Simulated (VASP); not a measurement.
# GaP in VASP: relaxation of the atoms with PBEsol

Aim: the relaxation of the atoms of GaP with PBEsol.

All numbers are computed with VASP 6.6.1; they aren't measurements. Logs are shortened: lines on timing, memory, paths and dates and some standing lists are left out, and cuts for length are marked.

### 1 Starting point

The cell holds a slab with vacuum, 10 atoms: a = 5.450 Å, b = 3.854 Å, c = 23.708 Å, α = 90.00°, β = 90.00°, γ = 90.00°.

### 2 Relaxation of the atoms, PBEsol

Contents of INCAR:

```
PREC     = Accurate       # precision mode
ENCUT    = 520            # plane-wave cutoff, eV
EDIFF    = 1E-6           # SCF threshold, eV
ISMEAR   = 0              # smearing method
SIGMA    = 0.05           # smearing width, eV
LREAL    = False          # projectors in reciprocal space
LASPH    = True           # aspherical terms in the spheres
NELM     = 100            # most SCF steps
ALGO     = Normal         # electronic algorithm
ISIF     = 2              # what is computed and relaxed
LWAVE    = False          # write WAVECAR
LCHARG   = False          # write CHGCAR
LDIPOL   = True         
IDIPOL   = 3            
DIPOL    = 0.5 0.5 0.500
GGA      = PS             # functional
IBRION   = 2              # ionic algorithm
NSW      = 100            # ionic steps
EDIFFG   = -0.015         # ionic threshold
KPAR     = 8
```

Contents of KPOINTS:

```
regular mesh
0
Gamma
  4 6 1
```

Contents of POSCAR:

```
GaP
1.0
    5.4505000000      0.0000000000      0.0000000000
    0.0000000000      3.8540855110      0.0000000000
    0.0000000000      0.0000000000     23.7081710220
Ga P
5 5
Direct
    0.5000000000      0.5000000000      0.3374364051
    0.0000000000      1.0000000000      0.4187182025
    0.5000000000      0.5000000000      0.5000000000
    0.0000000000      1.0000000000      0.5812817975
    0.5000000000      0.5000000000      0.6625635949
    0.7500000000      0.0000000000      0.3374364051
    0.2500000000      0.5000000000      0.4187182025
    0.7500000000      0.0000000000      0.5000000000
    0.2500000000      0.5000000000      0.5812817975
    0.7500000000      1.0000000000      0.6625635949
```

Potentials or basis: VASP PAW PBE potentials, release 64 (Ga_d, P).

Run with:

```bash
$ cat potpaw_PBE.64/Ga_d/POTCAR potpaw_PBE.64/P/POTCAR > POTCAR
$ mpirun -np 8 vasp_std > vasp.out
```

OUTCAR:

```text
PREC = Accurate
   ENCUT = 520
   EDIFF = 1E-6
   ISMEAR = 0
   LREAL = False
   LASPH = True
   NELM = 100
   ISIF = 2
   GGA = PS
   IBRION = 2
   NSW = 100
   EDIFFG = -0.015

 ion  position               nearest neighbor table
   1  0.500  0.500  0.337-   7 2.36   6 2.36   6 2.36
   2  0.000  0.000  0.419-   6 2.36   7 2.36   7 2.36   8 2.36
   3  0.500  0.500  0.500-   8 2.36   8 2.36   9 2.36   7 2.36
   4  0.000  0.000  0.581-  10 2.36   9 2.36   9 2.36   8 2.36
   5  0.500  0.500  0.663-   9 2.36  10 2.36  10 2.36
   6  0.750  0.000  0.337-   2 2.36   1 2.36   1 2.36
   7  0.250  0.500  0.419-   1 2.36   2 2.36   2 2.36   3 2.36
   8  0.750  0.000  0.500-   3 2.36   3 2.36   4 2.36   2 2.36
   9  0.250  0.500  0.581-   5 2.36   4 2.36   4 2.36   3 2.36
  10  0.750  0.000  0.663-   4 2.36   5 2.36   5 2.36

  LATTYP: Found a simple orthorhombic cell.
 ALAT       =     3.8540855110
 B/A-ratio  =     1.4142135623
 C/A-ratio  =     6.1514387666

  Lattice vectors:

 A1 = (   0.0000000000,  -3.8540855110,   0.0000000000)
 A2 = (   5.4505000000,   0.0000000000,   0.0000000000)
 A3 = (   0.0000000000,   0.0000000000,  23.7081710220)

Analysis of symmetry for initial positions (statically):
=====================================================================
 Subroutine PRICEL returns:
 Original cell was already a primitive cell.

 Routine SETGRP: Setting up the symmetry group for a
 simple orthorhombic supercell.

 Subroutine GETGRP returns: Found  4 space group operations
 (whereof  4 operations were pure point group operations)
 out of a pool of  8 trial point group operations.

The static configuration has the point symmetry C_2v.

Analysis of symmetry for dynamics (positions and initial velocities):
=====================================================================
 Subroutine PRICEL returns:
 Original cell was already a primitive cell.

 Routine SETGRP: Setting up the symmetry group for a
 simple orthorhombic supercell.

 Subroutine GETGRP returns: Found  4 space group operations
 (whereof  4 operations were pure point group operations)
 out of a pool of  8 trial point group operations.

The dynamic configuration has the point symmetry C_2v.

 Subroutine INISYM returns: Found  4 space group operations
 (whereof  4 operations are pure point group operations),
 and found     1 'primitive' translations

----------------------------------------------------------------------------------------

                                     Primitive cell

  volume of cell :     498.0303

  direct lattice vectors                    reciprocal lattice vectors
     5.450500000  0.000000000  0.000000000     0.183469406  0.000000000  0.000000000
     0.000000000  3.854085511  0.000000000     0.000000000  0.259464923  0.000000000
     0.000000000  0.000000000 23.708171022     0.000000000  0.000000000  0.042179551

  length of vectors
     5.450500000  3.854085511 23.708171022     0.183469406  0.259464923  0.042179551

  position of ions in fractional coordinates (direct lattice)
     0.500000000  0.500000000  0.337436405
     0.000000000  0.000000000  0.418718203
     0.500000000  0.500000000  0.500000000
     0.000000000  0.000000000  0.581281797
     0.500000000  0.500000000  0.662563595
     0.750000000  0.000000000  0.337436405
     0.250000000  0.500000000  0.418718203
     0.750000000  0.000000000  0.500000000
     0.250000000  0.500000000  0.581281797
     0.750000000  0.000000000  0.662563595

  ion indices of the primitive-cell ions
   primitive index   ion index
                 1           1
                 2           2
                 3           3
                 4           4
                 5           5
                 6           6
                 7           7
                 8           8
                 9           9
                10          10

[... 49 lines left out ...]
   PREC   = accura    normal or accurate (medium, high low for compatibility)
   ISTART =      0    job   : 0-new  1-cont  2-samecut
   ICHARG =      2    charge: 1-file 2-atom 10-const
   ISPIN  =      1    spin polarized calculation?
   LNONCOLLINEAR =      F non collinear calculations
   LSORBIT =      F    spin-orbit coupling
   LASPH  =      T    aspherical Exc in radial PAW
   ENCUT  =  520.0 eV  38.22 Ry    6.18 a.u.  10.13  7.17 44.08*2*pi/ulx,y,z
   NELM   =    100;   NELMIN=  2; NELMDL= -5     # of ELM steps
   EDIFF  = 0.1E-05   stopping-criterion for ELM
   LREAL  =      F    real-space projection
   EDIFFG = -.1E-01   stopping-criterion for IOM
   NSW    =    100    number of steps for IOM
   IBRION =      2    ionic relax: 0-MD 1-quasi-New 2-CG
   NFREE  =      1    steps in history (QN), initial steepest desc. (CG)
   ISIF   =      2    stress and relaxation
   ISYM   =      2    0-nonsym 1-usesym 2-fastsym
   POTIM  = 0.5000    time-step for ionic-motion
   TEBEG  =    0.0;   TEEND  =   0.0 temperature during run
   PSTRESS=    0.0 pullay stress
   NELECT =      90.0000    total number of electrons
   NUPDOWN=      -1.0000    fix difference up-down
   EMIN   =  10.00;   EMAX   =-10.00  energy-range for DOS
   EFERMI =   0.00;   METHOD = LEGACY
   ISMEAR =     0;   SIGMA  =   0.05  broadening in eV -4-tet -1-fermi 0-gaus
   EFERMI_NEDOS =   21; number of points for ismear=-14 and -15
   IALGO  =     38    algorithm
   IMIX   =      4    mixing-type and parameters
     AMIX     =   0.40;   BMIX     =  1.00
     AMIX_MAG =   1.60;   BMIX_MAG =  1.00
  volume/ion in A,a.u.               =      49.80       336.09
  Fermi-wavevector in a.u.,A,eV,Ry     =   0.925558  1.749051 11.655541  0.856658
  Thomas-Fermi vector in A             =   2.051426
   LORBIT       =      0    0 simple, 1 ext, 2 COOP (PROOUT), +10 PAW based schemes
   GGA     = PS    functional components
   LHFCALC =     F    Hartree Fock is set to
   AEXX    =    0.0000 exact exchange contribution
   IVDW    =     0    specifies the selected vdW correction
   LEPSILON=     F    determine dielectric tensor
   LRPA    =     F    only Hartree local field effects (RPA)
 conjugate gradient relaxation of ions
 non-spin polarized calculation
 Gauss-broadening in eV      SIGMA  =   0.05
  energy-cutoff  :      520.00
  volume of cell :      498.03
 maximum number of plane-waves:     13463
 NGX is ok and might be reduce to    42
   NGX = 21   NGY = 15   NGZ = 89

--------------------------------------- Ionic step        1  -------------------------------------------

 number of electron      89.9999992 magnetization

 Free energy of the ion-electron system (eV)
  ---------------------------------------------------
  ext. energy  EPLUGINS =         0.00000000
  ---------------------------------------------------
  free energy    TOTEN  =       -45.82512762 eV

  energy without entropy =      -45.82471106  energy(sigma->0) =      -45.82491934

------------------------ aborting loop because EDIFF is reached ----------------------------------------

  FORCE on cell =-STRESS in cart. coord.  units (eV):
  Direction    XX          YY          ZZ          XY          YZ          ZX
  --------------------------------------------------------------------------------------
  -------------------------------------------------------------------------------------
  Total       -3.9709562     -3.3889618      0.2460949      0.0000000      0.0000000      0.0000000
  in kB      -12.7746774    -10.9023851      0.7916941      0.0000000      0.0000000      0.0000000
  external PRESSURE =      -7.6284561 kB  Pullay stress =       0.0000000 kB
[... 113 lines left out ...]
  FREE ENERGIE OF THE ION-ELECTRON SYSTEM (eV)
  ---------------------------------------------------
  free  energy   TOTEN  =       -46.6994637984 eV

  energy  without entropy=      -46.6994637984  energy(sigma->0) =      -46.69946380

[... ionic steps 4 to 18 ...]

--------------------------------------- Ionic step       19  -------------------------------------------

 number of electron      89.9999998 magnetization

------------------------ aborting loop because EDIFF is reached ----------------------------------------
[... 39 lines left out ...]
--------------------------------------- Ionic step       20  -------------------------------------------

 number of electron      90.0000000 magnetization

 dipolmoment           0.000000      0.000000      0.000000 electrons x Angstroem

------------------------ aborting loop because EDIFF is reached ----------------------------------------

  FORCE on cell =-STRESS in cart. coord.  units (eV):
  Direction    XX          YY          ZZ          XY          YZ          ZX
  --------------------------------------------------------------------------------------
  -------------------------------------------------------------------------------------
  Total       -1.0581564     -2.7348875     -0.0113758      0.0000000      0.0000000      0.0000000
  in kB       -3.4041187     -8.7982097     -0.0365964      0.0000000      0.0000000      0.0000000
  external PRESSURE =      -4.0796416 kB  Pullay stress =       0.0000000 kB
[... 31 lines left out ...]
--------------------------------------- Ionic step       21  -------------------------------------------

 number of electron      90.0000001 magnetization

 dipolmoment           0.000000      0.000000     -0.000000 electrons x Angstroem

 Free energy of the ion-electron system (eV)
  ---------------------------------------------------
  ext. energy  EPLUGINS =         0.00000000
  ---------------------------------------------------
  free energy    TOTEN  =       -47.28148635 eV

  energy without entropy =      -47.28148635  energy(sigma->0) =      -47.28148635

 E-fermi :  -1.0931     XC(G=0):  -4.6311

 val. band max:       -1.3374211660   @ k =   0.0000   0.0000   0.0000
 cond. band min:      -0.4622073892   @ k =   0.0000   0.5000   0.0000
 fundamental gap:      0.8752137768
 Fermi energy:        -1.0931434879

 k-point     1 :       0.0000    0.0000    0.0000
  band No.  band energies     occupation
      1     -16.0461      2.00000
      2     -16.0432      2.00000
      3     -15.9696      2.00000
      4     -15.9496      2.00000
      5     -15.9075      2.00000
      6     -15.9065      2.00000
[... 673 lines left out ...]
     53       2.9879      0.00000
     54       3.4967      0.00000

------------------------ aborting loop because EDIFF is reached ----------------------------------------

 vacuum level on the upper side and lower side of the slab       (xc-potential included)        -0.025        -0.025

  FORCE on cell =-STRESS in cart. coord.  units (eV):
  Direction    XX          YY          ZZ          XY          YZ          ZX
  --------------------------------------------------------------------------------------
  -------------------------------------------------------------------------------------
  Total       -1.0322358     -2.6952406     -0.0055028      0.0000000      0.0000000      0.0000000
  in kB       -3.3207313     -8.6706644     -0.0177025      0.0000000      0.0000000      0.0000000
  external PRESSURE =      -4.0030327 kB  Pullay stress =       0.0000000 kB
[... 25 lines left out ...]
  FREE ENERGIE OF THE ION-ELECTRON SYSTEM (eV)
  ---------------------------------------------------
  free  energy   TOTEN  =       -47.2814863509 eV

  energy  without entropy=      -47.2814863509  energy(sigma->0) =      -47.28148635

 reached required accuracy - stopping structural energy minimisation

 vacuum level on the upper side and lower side of the slab         3.980         3.980
```

It took 21 min on 8 MPI ranks of Intel Xeon Platinum 8488C (Sapphire Rapids), shared host; peak memory 0.7 GiB.

Results:

```yaml
Free_energy: -47.2815 eV
Energy_gained_by_relaxing: 145.6 meV/atom
Ionic_steps: 21
Largest_force_after_relaxing: 0.007 eV/Å
Band_gap_on_the_k_mesh: 0.88 eV, indirect (least direct gap 1.60 eV)
```

Forces on the atoms (eV/Å):
```
Ga  -0.004  0.000  0.005
Ga  -0.002  0.000 -0.007
Ga  -0.007  0.000  0.000
Ga  -0.002  0.000  0.007
Ga  -0.004  0.000 -0.005
P    0.003  0.000  0.000
P    0.004  0.000 -0.006
P    0.004  0.000  0.000
P    0.004  0.000  0.006
P    0.003  0.000  0.000
```

Step by step:
```csv
step,energy change (eV),largest force (eV/Å),pressure (GPa)
1,0.0000,1.9689,-0.76
2,-0.5439,1.4554,-0.64
3,-0.8743,1.0952,-0.42
4,-1.2200,0.6553,-0.64
5,-1.3797,0.6533,-0.89
6,-1.4219,0.3115,-0.79
7,-1.4309,0.1675,-0.83
8,-1.4384,0.1250,-0.76
9,-1.4434,0.1873,-0.65
10,-1.4489,0.1091,-0.61
11,-1.4538,0.0786,-0.50
12,-1.4540,0.0844,-0.50
13,-1.4554,0.0582,-0.47
14,-1.4556,0.0547,-0.45
15,-1.4556,0.0598,-0.44
16,-1.4561,0.0280,-0.43
17,-1.4561,0.0251,-0.43
18,-1.4561,0.0261,-0.43
19,-1.4562,0.0158,-0.42
20,-1.4563,0.0219,-0.41
21,-1.4564,0.0072,-0.40
```

Final structure:
```
Ga P
1.0
     5.45050    0.00000    0.00000
     0.00000    3.85409    0.00000
     0.00000    0.00000   23.70817
Ga P
5 5
Cartesian
  3.0121 1.9270 8.4405
  5.3252 0.0000 9.8714
  2.6282 1.9270 11.8541
  5.3252 0.0000 13.8368
  3.0121 1.9270 15.2677
  4.1398 0.0000 7.8163
  1.2381 1.9270 9.9371
  4.0069 0.0000 11.8541
  1.2381 1.9270 13.7711
  4.1398 0.0000 15.8919
```

Caveat: the PAW data sets were made with another functional, which shifts forces and pressure a little. A hybrid or GW would open this gap; PBEsol tends to underestimate it.
